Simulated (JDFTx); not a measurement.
Sn:

```
CELL_PARAMETERS angstrom
-2.94014 2.94014 1.59930
2.94014 -2.94014 1.59930
2.94014 2.94014 -1.59930
ATOMIC_POSITIONS crystal
Sn 0.00000 0.00000 0.00000
Sn 0.75000 0.25000 0.50000
```

- Program: JDFTx 1.7.0 (patched build)
- Task: single point
- Functional: PBEsol
- Potentials or basis: PseudoDojo-SR-PBEsol-0.4.1-standard with smoothed tails
- Cutoff: 980 eV
- Density cutoff: 7837 eV
- k mesh: 9 × 9 × 9
- Occupations: fermi-dirac, width 0.05 eV
- Spin: no spin polarisation

On this cell: pressure -1.4 GPa; largest force under 0.003 eV/Å; band gap on the k mesh none (metal or under the smearing width).

The same run follows on a disturbed copy (atoms moved at random, drawn with an rms of 0.05 Å):

```
Sn
1.0
    -2.94014    2.94014    1.59930
     2.94014   -2.94014    1.59930
     2.94014    2.94014   -1.59930
Sn
2
Direct
  0.00707 0.99527 0.98770
  0.74919 0.24451 0.49911
```

Problem. What changes?

Solution. The energy (extrapolated to zero smearing) moves by +2.6 meV/atom; pressure -1.3 GPa; largest force 0.180 eV/Å; band gap on the k mesh none (metal or under the smearing width).

Forces in eV/Å, atoms in the order of the input:
```
Sn   0.175  0.045 -0.006
Sn  -0.175 -0.045  0.006
```

Stress tensor (GPa, compression positive):
```
-1.27 -0.02  0.30
-0.02 -0.98 -0.07
 0.30 -0.07 -1.65
```
